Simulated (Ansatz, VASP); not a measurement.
# One calculation of CsH, two programs

File INCAR:

```
PREC = Accurate ; ENCUT = 520
EDIFF = 1E-6 ; ISMEAR = 0
SIGMA = 0.02 ; LREAL = F
LASPH = T ; NELM = 80
ALGO = Normal ; ISIF = 2
LWAVE = F ; LCHARG = F
NBANDS = 12
```

KPOINTS

```
Automatic mesh
0
Gamma
  8 8 8
```

The input POSCAR:

```
CsH
1.0
    0.0000000000      3.3522000000      3.3522000000
    3.3522000000      0.0000000000      3.3522000000
    3.3522000000      3.3522000000      0.0000000000
Cs H
1 1
Direct
    0.0000000000      0.0000000000      0.0000000000
    0.2500000000      0.2500000000      0.2500000000
```

Input for Ansatz:

```yaml
crystal:
  lattice:
    - [0.0, 3.3522, 3.3522]
    - [3.3522, 0.0, 3.3522]
    - [3.3522, 3.3522, 0.0]
  atoms:
    - { symbol: Cs, position: [0.0, 0.0, 0.0] }
    - { symbol: H, position: [0.25, 0.25, 0.25] }
basis:
  ecutwfc: 420
kpoints:
  mp_grid: { grid: [8, 8, 8] }
hamiltonian:
  xc: lda
scf:
  occupations: { method: gaussian, width: 0.02 }
output:
  forces: true
  stress: true
  eigenvalues: true
```

Alike in both runs: task single point; functional LDA; k mesh 8 × 8 × 8; occupations gaussian, width 0.02 eV; no spin polarisation.

```csv
,VASP,Ansatz
version,VASP 6.6.1,Ansatz 0.2.0
potentials or method,"VASP PAW LDA potentials, release 64 (Cs_sv, H)","scalar-relativistic, plane waves, PAW"
plane-wave cutoff (eV),520,420
valence electrons in the cell,10,10
```

```csv
,VASP,Ansatz,Ansatz less VASP
gap on the k mesh at the Fermi level (eV),2.42,2.43,+0.007
least direct gap on the mesh (eV),2.52,2.52,+0.004
pressure (GPa),0.0,-0.1,-0.01
```

Caveats: spin-orbit coupling is left out, which moves the levels of the heavy elements. A k mesh can miss the band edges.
